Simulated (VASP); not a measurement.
# In (Im-3m) in VASP: further runs

Aim: see how the results for In move with the level of theory and the settings. Levels: SCAN, optB88-vdW. Tasks: relaxation of cell and atoms.

Everything below comes from runs of VASP 6.6.1. Logs are shortened: lines on timing, memory, paths and dates and some standing lists are left out, and cuts for length are marked.

### 1 Starting point

Symmetry: Im-3m, No. 229, cubic system. Conventional cell: a = 3.765 Å, b = 3.765 Å, c = 3.765 Å, α = 90.00°, β = 90.00°, γ = 90.00°. Around In (site symmetry m-3m) lie 8 In at 3.26 Å.

This isn't the form of In at room conditions, which is tetragonal.

### 2 Relaxation of cell and atoms, SCAN

File INCAR:

```
SYSTEM = In
PREC     = Accurate       ! precision mode
ENCUT    = 600            ! plane-wave cutoff, eV
EDIFF    = 1E-7           ! SCF threshold, eV
ISMEAR   = -1             ! smearing method
SIGMA    = 0.05           ! smearing width, eV
LREAL    = .False.        ! projectors in reciprocal space
LASPH    = .True.         ! aspherical terms in the spheres
NELM     = 80             ! most SCF steps
ALGO     = Normal         ! electronic algorithm
ISIF     = 3              ! what is computed and relaxed
LWAVE    = .False.        ! write WAVECAR
LCHARG   = .False.        ! write CHGCAR
METAGGA  = SCAN           ! meta-GGA
LMIXTAU  = .True.       
IBRION   = 2              ! ionic algorithm
NSW      = 40             ! ionic steps
EDIFFG   = -0.02          ! ionic threshold
```

File KPOINTS:

```
Automatic mesh
0
Gamma
  10 10 10
  0 0 0
```

File POSCAR:

```
In
1.0
   -1.8825252400      1.8825252400      1.8825252400
    1.8825252400     -1.8825252400      1.8825252400
    1.8825252400      1.8825252400     -1.8825252400
In
1
Direct
    0.0000000000      0.0000000000      0.0000000000
```

Potentials or basis: VASP PAW PBE potentials, release 64 (In_d).

Started as:

```console
$ cat potpaw_PBE.64/In_d/POTCAR > POTCAR
$ mpirun -np 1 vasp_std > vasp.out
```

OUTCAR:

```text
SYSTEM = In
   PREC = Accurate
   ENCUT = 600
   EDIFF = 1E-7
   ISMEAR = -1
   LREAL = .False.
   LASPH = .True.
   NELM = 80
   ISIF = 3
   METAGGA = SCAN
   IBRION = 2
   NSW = 40
   EDIFFG = -0.02

 ion  position               nearest neighbor table
   1  0.000  0.000  0.000-

  LATTYP: Found a body centered cubic cell.
 ALAT       =     3.7650504800

  Lattice vectors:

 A1 = (  -1.8825252400,   1.8825252400,   1.8825252400)
 A2 = (   1.8825252400,  -1.8825252400,   1.8825252400)
 A3 = (   1.8825252400,   1.8825252400,  -1.8825252400)

Analysis of symmetry for initial positions (statically):
=====================================================================
 Subroutine PRICEL returns:
 Original cell was already a primitive cell.

 Routine SETGRP: Setting up the symmetry group for a
 body centered cubic supercell.

 Subroutine GETGRP returns: Found 48 space group operations
 (whereof 48 operations were pure point group operations)
 out of a pool of 48 trial point group operations.

The static configuration has the point symmetry O_h .

Analysis of symmetry for dynamics (positions and initial velocities):
=====================================================================
 Subroutine PRICEL returns:
 Original cell was already a primitive cell.

 Routine SETGRP: Setting up the symmetry group for a
 body centered cubic supercell.

 Subroutine GETGRP returns: Found 48 space group operations
 (whereof 48 operations were pure point group operations)
 out of a pool of 48 trial point group operations.

The dynamic configuration has the point symmetry O_h .

 Subroutine INISYM returns: Found 48 space group operations
 (whereof 48 operations are pure point group operations),
 and found     1 'primitive' translations

----------------------------------------------------------------------------------------

                                     Primitive cell

  volume of cell :      26.6859

  direct lattice vectors                    reciprocal lattice vectors
    -1.882525240  1.882525240  1.882525240     0.000000000  0.265600689  0.265600689
     1.882525240 -1.882525240  1.882525240     0.265600689  0.000000000  0.265600689
[... 141 lines left out ...]
  Total       -0.0724469     -0.0724469     -0.0724469      0.0000000      0.0000000     -0.0000000
  in kB       -4.3495885     -4.3495885     -4.3495885      0.0000000      0.0000000     -0.0000000
  external PRESSURE =      -4.3495885 kB  Pullay stress =       0.0000000 kB

 VOLUME and BASIS-vectors are now :
 -----------------------------------------------------------------------------
  energy-cutoff  :      600.00
  volume of cell :       26.69
      direct lattice vectors                 reciprocal lattice vectors
    -1.882525240  1.882525240  1.882525240     0.000000000  0.265600689  0.265600689
     1.882525240 -1.882525240  1.882525240     0.265600689  0.000000000  0.265600689
     1.882525240  1.882525240 -1.882525240     0.265600689  0.265600689  0.000000000

 POSITION                                       TOTAL-FORCE (eV/Angst)
 -----------------------------------------------------------------------------------
      0.00000      0.00000      0.00000         0.000000      0.000000      0.000000
 -----------------------------------------------------------------------------------
    total drift:                               -0.000000     -0.000000     -0.000000

  FREE ENERGIE OF THE ION-ELECTRON SYSTEM (eV)
  ---------------------------------------------------
  free  energy   TOTEN  =       -33.2924246441 eV

  energy  without entropy=      -33.2869818663  energy(sigma->0) =      -33.28970326

--------------------------------------- Ionic step        2  -------------------------------------------

 number of electron      12.9999996 magnetization

 Free energy of the ion-electron system (eV)
  ---------------------------------------------------
  ext. energy  EPLUGINS =         0.00000000
  ---------------------------------------------------
  free energy    TOTEN  =       -33.29291450 eV

  energy without entropy =      -33.28745356  energy(sigma->0) =      -33.29018403

 E-fermi :   7.1722     XC(G=0): -11.1464

 val. band max:        7.1639253630   @ k =   0.2000   0.2000   0.2000
 cond. band min:       7.1879039232   @ k =   0.3000   0.3000   0.0000
 fundamental gap:      0.0239785602
 Fermi energy:         7.1722059903

 k-point     1 :       0.0000    0.0000    0.0000
  band No.  band energies     occupation
      1      -7.8793      2.00000
      2      -7.8793      2.00000
      3      -7.8787      2.00000
      4      -7.5778      2.00000
      5      -7.5778      2.00000
      6      -2.7721      2.00000
      7      18.7797      0.00000
      8      18.7797      0.00000
      9      18.7800      0.00000
     10      21.1804      0.00000
[... 287 lines left out ...]
 k-point    24 :      -0.3000    0.3000    0.1000
  band No.  band energies     occupation
      1      -7.9101      2.00000
      2      -7.8409      2.00000
      3      -7.6558      2.00000
      4      -7.5957      2.00000
      5      -7.5756      2.00000
      6      -0.2933      2.00000
      7       9.6414      0.00000
      8      13.6004      0.00000
      9      15.0273      0.00000
     10      18.8777      0.00000

 [... further k-points ...]
[... 5 lines left out ...]
  --------------------------------------------------------------------------------------
  -------------------------------------------------------------------------------------
  Total       -0.0043609     -0.0043609     -0.0043609      0.0000000     -0.0000000     -0.0000000
  in kB       -0.2645874     -0.2645874     -0.2645874      0.0000000     -0.0000000     -0.0000000
  external PRESSURE =      -0.2645874 kB  Pullay stress =       0.0000000 kB

 VOLUME and BASIS-vectors are now :
 -----------------------------------------------------------------------------
  energy-cutoff  :      600.00
  volume of cell :       26.41
      direct lattice vectors                 reciprocal lattice vectors
    -1.875945753  1.875945753  1.875945753     0.000000000  0.266532227  0.266532227
     1.875945753 -1.875945753  1.875945753     0.266532227  0.000000000  0.266532227
     1.875945753  1.875945753 -1.875945753     0.266532227  0.266532227  0.000000000

 POSITION                                       TOTAL-FORCE (eV/Angst)
 -----------------------------------------------------------------------------------
      0.00000      0.00000      0.00000         0.000000      0.000000      0.000000
 -----------------------------------------------------------------------------------
    total drift:                               -0.000000     -0.000000     -0.000000

  FREE ENERGIE OF THE ION-ELECTRON SYSTEM (eV)
  ---------------------------------------------------
  free  energy   TOTEN  =       -33.2929145045 eV

  energy  without entropy=      -33.2874535587  energy(sigma->0) =      -33.29018403

 reached required accuracy - stopping structural energy minimisation
```

OSZICAR:

```text
N       E                     dE             d eps       ncg     rms          rms(c)
DAV:   1     0.450324185621E+02    0.45032E+02   -0.71521E+03   942   0.183E+03
DAV:   2    -0.323057822061E+02   -0.77338E+02   -0.76077E+02   954   0.307E+02
DAV:   3    -0.355371041713E+02   -0.32313E+01   -0.32198E+01  1116   0.705E+01
DAV:   4    -0.356188159507E+02   -0.81712E-01   -0.81679E-01  1206   0.119E+01
[... 34 lines left out ...]
DAV:  13    -0.332929140349E+02    0.10733E-05   -0.15993E-07   980   0.628E-03    0.513E-04
DAV:  14    -0.332929148883E+02   -0.85332E-06   -0.62939E-09   542   0.148E-03    0.336E-04
DAV:  15    -0.332929141821E+02    0.70613E-06   -0.38270E-09   542   0.107E-03    0.399E-04
DAV:  16    -0.332929144677E+02   -0.28558E-06   -0.85517E-10   534   0.607E-04    0.737E-05
DAV:  17    -0.332929145045E+02   -0.36800E-07   -0.33480E-10   536   0.365E-04
   2 F= -.33292915E+02 E0= -.33290184E+02  d E =-.489860E-03
```

CONTCAR:

```text
In
   1.00000000000000
    -1.8759457533684141    1.8759457533684141    1.8759457533684141
     1.8759457533684141   -1.8759457533684141    1.8759457533684141
     1.8759457533684141    1.8759457533684141   -1.8759457533684141
  In
     1
Direct
     0.0000000000000000    0.0000000000000000    0.0000000000000000

  0.00000000E+00  0.00000000E+00  0.00000000E+00
```

Run time: 2.1 min. Hardware: 1 thread of Intel Xeon Platinum 8559C (Emerald Rapids), shared host; peak memory 0.18 GiB.

Results:

```
Free energy                            : -33.2929 eV
Relaxed volume                         : 26.41 Å³/atom
Relaxed cell                           : a = 3.249 Å, b = 3.249 Å, c = 3.249 Å, α = 109.47°, β = 109.47°, γ = 109.47°
Space group after relaxing (to 0.05 Å) : Im-3m (No. 229)
Energy gained by relaxing              : 0.5 meV/atom
Ionic steps                            : 2
Pressure after relaxing                : 0.0 GPa
Band gap on the k mesh                 : none (metal or under the smearing width)
```

Step by step:
| step | energy change (eV) | largest force (eV/Å) | pressure (GPa) | volume (Å³) |
| --- | --- | --- | --- | --- |
| 1 | 0.0000 | 0.0000 | -0.43 | 26.69 |
| 2 | -0.0005 | 0.0000 | -0.03 | 26.41 |

Final structure:
```cif
data_structure
_symmetry_space_group_name_H-M 'P 1'
_symmetry_Int_Tables_number 1
_cell_length_a 3.2492
_cell_length_b 3.2492
_cell_length_c 3.2492
_cell_angle_alpha 109.471
_cell_angle_beta 109.471
_cell_angle_gamma 109.471
_cell_volume 26.41
loop_
_atom_site_label
_atom_site_type_symbol
_atom_site_fract_x
_atom_site_fract_y
_atom_site_fract_z
_atom_site_occupancy
In1 In 0.00000 0.00000 0.00000 1
```

Caveat: the PAW data sets were made with another functional, which shifts forces and pressure a little.

### 3 Relaxation of cell and atoms, optB88-vdW

Edit INCAR of step 2 so:

```diff
@@ -13,4 +13,7 @@
 LCHARG   = .False.        ! write CHGCAR
-METAGGA  = SCAN           ! meta-GGA
-LMIXTAU  = .True.       
+GGA      = BO             ! functional
+LUSE_VDW = .True.       
+AGGAC    = 0.0          
+PARAM1   = 0.1833333333 
+PARAM2   = 0.22         
 IBRION   = 2              ! ionic algorithm
```

KPOINTS is that of step 2.

POSCAR is that of step 2.

Potentials or basis: VASP PAW PBE potentials, release 64 (In_d).

Started as:

```console
$ cat potpaw_PBE.64/In_d/POTCAR > POTCAR
$ mpirun -np 1 vasp_std > vasp.out
```

It took 86 s on 1 thread of Intel Xeon Platinum 8559C (Emerald Rapids), shared host; peak memory 0.33 GiB.

The run converged. Its results:

```
Free energy                            : 0.6457 eV
Relaxed volume                         : 27.86 Å³/atom
Relaxed cell                           : a = 3.308 Å, b = 3.308 Å, c = 3.308 Å, α = 109.47°, β = 109.47°, γ = 109.47°
Space group after relaxing (to 0.05 Å) : Im-3m (No. 229)
Energy gained by relaxing              : 5.9 meV/atom
Ionic steps                            : 3
Pressure after relaxing                : 0.0 GPa
Band gap on the k mesh                 : none (metal or under the smearing width)
```

The path:
```tsv
step	energy change (eV)	largest force (eV/Å)	pressure (GPa)	volume (Å³)
1	0.0000	0.0000	1.65	26.69
2	-0.0058	0.0000	0.13	27.76
3	-0.0059	0.0000	0.00	27.86
```

Final structure:
```
In
1.0
    -1.90983    1.90983    1.90983
     1.90983   -1.90983    1.90983
     1.90983    1.90983   -1.90983
In
1
Direct
  0.00000 0.00000 0.00000
```

Levels at points of the mesh, in eV from the Fermi level:
```
           k point  band 3  band 4  band 5  band 6  band 7  band 8  band 9  band 10
(0.00, 0.00, 0.00)  -14.57  -14.33  -14.33   -9.05   10.27   10.27   10.27    13.13
(0.50, 0.00, 0.00)  -14.34  -14.33  -14.18   -3.94   -2.78    5.59    7.18     9.93
(0.50, 0.50, 0.50)  -14.22  -14.22  -14.22    0.43    1.32    1.32    1.32     5.51
```

Caveat: the PAW data sets were made with another functional, which shifts forces and pressure a little.
